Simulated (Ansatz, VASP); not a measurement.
**InPd in VASP and in Ansatz**

The input INCAR:

```
SYSTEM = InPd
PREC     = Accurate       ! precision mode
ENCUT    = 600            ! plane-wave cutoff, eV
EDIFF    = 1E-6           ! SCF threshold, eV
ISMEAR   = -1             ! smearing method
SIGMA    = 0.05           ! smearing width, eV
LREAL    = .False.        ! projectors in reciprocal space
LASPH    = .True.         ! aspherical terms in the spheres
NELM     = 60             ! most SCF steps
ALGO     = Normal         ! electronic algorithm
ISIF     = 3              ! what is computed and relaxed
LWAVE    = .False.        ! write WAVECAR
LCHARG   = .False.        ! write CHGCAR
GGA      = PS             ! functional
IVDW     = 12             ! dispersion correction
IBRION   = 2              ! ionic algorithm
NSW      = 40             ! ionic steps
EDIFFG   = -0.01          ! ionic threshold
```

The input KPOINTS:

```
Automatic mesh
0
Gamma
  8 8 8
  0 0 0
```

File POSCAR:

```
InPd
1.0
    3.2718847800      0.0000000000      0.0000000000
    0.0000000000      3.2718847800      0.0000000000
    0.0000000000      0.0000000000      3.2718847800
In Pd
1 1
Direct
    0.0000000000      0.0000000000      0.0000000000
    0.5000000000      0.5000000000      0.5000000000
```

File input.yaml:

```yaml
crystal:
  lattice:
    - [3.27188478, 0.0, 0.0]
    - [0.0, 3.27188478, 0.0]
    - [0.0, 0.0, 3.27188478]
  atoms:
    - { symbol: In, position: [0.0, 0.0, 0.0] }
    - { symbol: Pd, position: [0.5, 0.5, 0.5] }
hamiltonian:
  xc: pbesol
  pseudopotentials: { kind: paw }
  dispersion: d3bj
kpoints:
  mp_grid: { grid: [8, 8, 8] }
scf:
  occupations: { method: fermi_dirac, width: 0.05 }
output:
  forces: true
  stress: true
  eigenvalues: true
relax:
  f_tol: 0.01
  max_steps: 40
  cell: { stress_tol: 0.05 }
```

The cell comes from a database or a generator and needn't be the stable form of this composition.

Alike in both runs: task relaxation of cell and atoms; functional PBEsol; dispersion D3(BJ); k mesh 8 × 8 × 8; occupations fermi-dirac, width 0.05 eV; no spin polarisation.

|  | VASP | Ansatz |
| --- | --- | --- |
| version | VASP 6.6.1 | Ansatz 0.2.0 |
| potentials or method | VASP PAW PBE potentials, release 64 (In_d, Pd) | Ansatz PAW |
| plane-wave cutoff (eV) | 600 | 420 |
| valence electrons in the cell | 23 | 31 |

VASP gave:

```
gap on the k mesh at the Fermi level, each at its own relaxed structure (eV) : none
relaxed volume (Å³/atom)                                                     : 16.54
relaxed cell length with the largest relative difference (Å)                 : 3.210
energy change over the relaxation (meV/atom)                                 : -26
```

Problem. Which values does Ansatz return?

Solution. gap on the k mesh at the Fermi level, each at its own relaxed structure (eV): none; relaxed volume (Å³/atom): 16.50; relaxed cell length with the largest relative difference (Å): 3.208; energy change over the relaxation (meV/atom): -27.

A gap of «none» marks a metal or a gap that the smearing closes. The two sets of potentials don't hold the same shells in valence.

Caveats: pairwise dispersion overbinds metals, which lowers pressure and volume; the PAW data sets were made with another functional, which shifts forces and pressure a little (VASP); the plane-wave basis is chosen anew once the cell has moved, so the energies of steps on either side of that aren't comparable (Ansatz); the PAW data sets come from PBE, with cores solved anew for the run's functional, which leaves a small shift of forces and pressure (Ansatz).
